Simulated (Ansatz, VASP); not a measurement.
Al2Cu: VASP beside Ansatz

INCAR

```
SYSTEM = Al2Cu
PREC = Accurate
ENCUT = 520
EDIFF = 1E-6
ISMEAR = 0
SIGMA = 0.15
LREAL = .False.
LASPH = .True.
NELM = 100
ALGO = Fast
ISIF = 2
LWAVE = .False.
LCHARG = .False.
GGA = PS
NBANDS = 16
```

The input KPOINTS:

```
Automatic mesh
0
Gamma
  10 10 14
  0 0 0
```

POSCAR

```
Al2Cu
1.0
    4.2271551709      0.0000000000      0.0000000000
    0.0000000000      4.2271551709      0.0000000000
    0.0000000000      0.0000000000      2.6466817742
Al Cu
2 1
Direct
    0.5049764728      0.0000000000      0.5000000000
   -0.0726456654      0.5000000000      0.5000000000
    0.0287322400      0.0000000000      0.0000000000
```

Input for Ansatz:

```yaml
crystal:
  lattice:
    - [4.2271551709, 0.0, 0.0]
    - [0.0, 4.2271551709, 0.0]
    - [0.0, 0.0, 2.6466817742]
  atoms:
    - { symbol: Al, position: [0.5049764728, 0.0, 0.5] }
    - { symbol: Al, position: [-0.0726456654, 0.5, 0.5] }
    - { symbol: Cu, position: [0.02873224, 0.0, 0.0] }
basis:
  ecutwfc: 520.0
kpoints:
  mp_grid: { grid: [10, 10, 14] }
hamiltonian:
  xc: pbesol
  pseudopotentials: { kind: paw, azcp: { folder: soft_1 } }
scf:
  occupations: { method: gaussian, width: 0.15 }
output:
  forces: true
  stress: true
  eigenvalues: true
```

Change from the starting cell: mode 4 frozen in at -0.297 Å, strain +e along z and -e/2 along x and y -0.0700.

Alike in both runs: task single point; functional PBEsol; k mesh 10 × 10 × 14; occupations gaussian, width 0.15 eV; no spin polarisation.

|  | VASP | Ansatz |
| --- | --- | --- |
| version | VASP 6.6.1 | Ansatz 0.2.0 |
| potentials or method | VASP PAW PBE potentials, release 64 (Al, Cu) | scalar-relativistic, plane waves, PAW |
| plane-wave cutoff (eV) | 520 | 520 |
| valence electrons in the cell | 17 | 25 |

Ansatz gave:

| Property | Result |
| --- | --- |
| gap on the k mesh at the Fermi level (eV) | none |
| pressure (GPa) | 2.8 |
| largest component of the traceless stress (GPa) | 5.77 |
| rms of the force components (eV/Å) | 0.258 |

Q: Estimate VASP's values.

A: gap on the k mesh at the Fermi level (eV): none; pressure (GPa): 2.8; largest component of the traceless stress (GPa): 5.80; rms of the force components (eV/Å): 0.256.

Atom by atom the forces differ by 0.003 eV/Å (rms over components). A gap of «none» marks a metal or a gap that the smearing closes. The two sets of potentials don't hold the same shells in valence. Ansatz warned: «pseudo_functional_mismatch».

Caveats: the PAW data sets were made with another functional, which shifts forces and pressure a little (VASP).
